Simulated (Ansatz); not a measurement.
The cell comes from COD entry 9008846, which wasn't checked; take it as a given geometry. The listed cell was then made from it by scaling, straining or moving an atom.

An input for GaP: DFT, LDA, all-electron LAPW, scalar-relativistic (Ansatz 0.2.0).

Command: `ansatz run input.yaml --threads 1 --pin off --max-ram 3072MiB --backend cpu --events-out ev --progress --plain --runs-dir out` The run took 15 s on 1 thread of Arm Neoverse V2 (shared host), peak memory 0.3 GiB.

```yaml
crystal:
  lattice:
    - [0.0, 2.7786998443, 2.7786998443]
    - [2.7786998443, 0.0, 2.7786998443]
    - [2.7786998443, 2.7786998443, 0.0]
  atoms:
    - { symbol: Ga, position: [0.0, 0.0, 0.0] }
    - { symbol: P, position: [0.75, 0.75, 0.75] }
kpoints:
  mp_grid: { grid: [10, 10, 10] }
scf:
  occupations: { method: fermi_dirac, width: 0.05 }
hamiltonian:
  xc: lda
  pseudopotentials: { kind: all_electron, lapw: { basis_error: 0.0005 } }
output:
  forces: true
  stress: true
  eigenvalues: true
```

The results part of the log:

```
SCF 1 converged in 7 iterations: F = -62103.996649 eV  dr2 = 8.57e-9
SCF converged after 7 iterations
Free energy (F): -62103.996649 eV
Harris-Foulkes:  -62103.996649 eV  (|F-HF|=1.75e-10)
Internal energy: -62103.996649 eV  (E = F + TS)
E sigma→0 (E₀):  -62103.996649 eV
Entropy (-TS):   -0.000000 eV (-0.000 meV/atom)
Fermi energy:    8.098055 eV
--- Per-component energies (eV) ---
  E_band       = -1819.876577
  E_kinetic    = 63141.513076
  E_xc         = -2582.532768
  E_electrostatic = -122662.976957  (all electrons and nuclei)
  E_smearing   = -0.000000  (= −TS)
  E_closure    = 0.000000  (closes the sum)
  E_atoms      = -62093.643931  (free atoms, spherical and without spin; not in F)
  Σ components = -62103.996649   (vs F -62103.996649, Δ=0.00e0)
  Basis errors (estimates in eV, not in F): energy 2.2e-4 per atom: plane waves 2.0e-4 (1.2e-4 summed), levels above the bands 8.1e-60, relativity 2.7e-9, radial functions 2.1e-5, core shells 1.2e-10; eigenvalues (radial functions only) 5.5e-7; not estimated: angular momenta, meshes, grids; target (lapw.basis_error) 5.0e-4; muffin-tin radii P 1.084 Å, Ga 1.322 Å
--- Forces (eV/Å), atoms counted from 1 ---
  atom   1  Ga     0.00000000    -0.00000000    -0.00000000
  atom   2  P     -0.00000000     0.00000000     0.00000000
  max |Σ_I F_I| component: 9.25e-18 eV/Å
--- Stress (GPa, compression-positive) ---
       -6.656449       0.000000      -0.000000
        0.000000      -6.656449       0.000000
       -0.000000       0.000000      -6.656449
  P = ⅓ Tr σ = -6.6564 GPa (-66.564 kbar)
--- Band table (eV; the first three rows and the last of 47) ---
  k-point 0: bands = ["-159.3417", "-134.9547", "-110.6888", "-110.6888", "-110.6888", "-86.1764", "-86.1764", "-86.1764", "-7.0782", "-7.0782", "-7.0782", "-6.9960", "-6.9960", "-4.6014", "7.4971", "7.4971", "7.4971", "8.6304", "11.2924", "11.2924", "11.2924"]
  k-point 1: bands = ["-159.3417", "-134.9547", "-110.6888", "-110.6888", "-110.6888", "-86.1764", "-86.1764", "-86.1764", "-7.0846", "-7.0757", "-7.0757", "-6.9961", "-6.9961", "-4.4808", "6.2430", "7.3541", "7.3541", "9.3559", "11.5136", "11.5136", "11.5219"]
  k-point 2: bands = ["-159.3417", "-134.9547", "-110.6888", "-110.6888", "-110.6888", "-86.1764", "-86.1764", "-86.1764", "-7.1005", "-7.0696", "-7.0696", "-6.9957", "-6.9957", "-4.1307", "4.5103", "7.0416", "7.0416", "9.4197", "11.9491", "11.9491", "12.6385"]
  k-point 46: bands = ["-159.3417", "-134.9547", "-110.6888", "-110.6888", "-110.6888", "-86.1765", "-86.1764", "-86.1764", "-7.1560", "-7.0450", "-7.0289", "-7.0101", "-6.9872", "-1.7928", "1.0713", "4.2133", "4.3506", "11.4472", "11.4828", "13.9767", "14.0789"]
```
